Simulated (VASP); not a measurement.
A run of VASP 6.6.1:

INCAR

```
SYSTEM = Si
ALGO = Fast
EDIFF = 1E-7
EDIFFG = -0.01
ENCUT = 600
GGA = PS
IBRION = 2
ISIF = 2
ISMEAR = 0
LASPH = .TRUE.
LCHARG = .FALSE.
LREAL = .FALSE.
LWAVE = .FALSE.
NELM = 80
NSW = 40
PREC = Accurate
SIGMA = 0.03
```

KPOINTS

```
k-points
0
G
  10 10 10
  0 0 0
```

POSCAR

```
Si                                      
1.0
    0.0000000000      2.6996065711      2.6996065711
    2.6996065711      0.0000000000      2.6996065711
    2.6996065711      2.6996065711      0.0000000000
  Si            
     2
Direct
     0.7500000000000000    0.7500000000000000    0.7500000000000000
     0.5000000000000000    0.5000000000000000    0.5000000000000000
```

Potentials or basis: VASP PAW PBE potentials, release 64 (Si).

Run with:

```console
$ cat potpaw_PBE.64/Si/POTCAR > POTCAR
$ mpirun -np 1 vasp_std > vasp.out
```

Hardware: 1 thread of Intel(R) Xeon(R) 6975P-C (Granite Rapids), on a shared host.

Problem. Estimate the wall time of this run.

Solution. It took 6.8 s on 1 thread of Intel(R) Xeon(R) 6975P-C (Granite Rapids), with other jobs on the host, peak memory 0.17 GiB. Counts: scf iterations 15, k points 47, ion steps 1.
